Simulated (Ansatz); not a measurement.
**Structures of Sc2Al: which is lowest?**

Plane-wave DFT in Ansatz with scalar-relativistic PAW potentials, cutoff 500 eV, Γ-centred meshes chosen by cell and gap, Gaussian smearing with energies taken to zero width. Every cell was relaxed (cell and atoms) in a run of its own, within the symmetry of its start. Functional: r2SCAN.

Relaxed structures (starts from databases or built by putting these elements on another compound's sites):
A. I4/mmm, 3 atoms in the computed cell, a = 3.143 Å, c = 12.907 Å; sites (symmetry × multiplicity) Sc 4mm × 4, Al 4/mmm × 2; start: built
B. Immm, 3 atoms in the computed cell, a = 3.329 Å, b = 5.180 Å, c = 7.969 Å; sites (symmetry × multiplicity) Sc mm2 × 4, Al mmm × 2; start: built
C. P6_3/mmc, 6 atoms in the computed cell, a = 4.888 Å, c = 6.163 Å; sites (symmetry × multiplicity) Sc -3m. × 2 + -6m2 × 2, Al -6m2 × 2; start: database

Question: Rank them by energy. Could pressure change the order?

Answer:
| structure | group | E − E(lowest) (meV/atom) | V (Å³/atom) | gap on mesh (eV) |
| --- | --- | --- | --- | --- |
| C | P6_3/mmc | 0.0 | 21.26 | 0.00 |
| A | I4/mmm | 59 | 21.25 | 0.00 |
| B | Immm | 323 | 22.90 | 0.00 |

C is lowest, 59 meV/atom under A. The two lowest differ in volume by under 3 %, too little for a first-order estimate of what pressure does to that pair (other pairs aren't weighed here); with rigid cells even 3 % in favour of the higher one would need about 15 GPa. Other structures may lie lower than all of these, and vibrations aren't counted.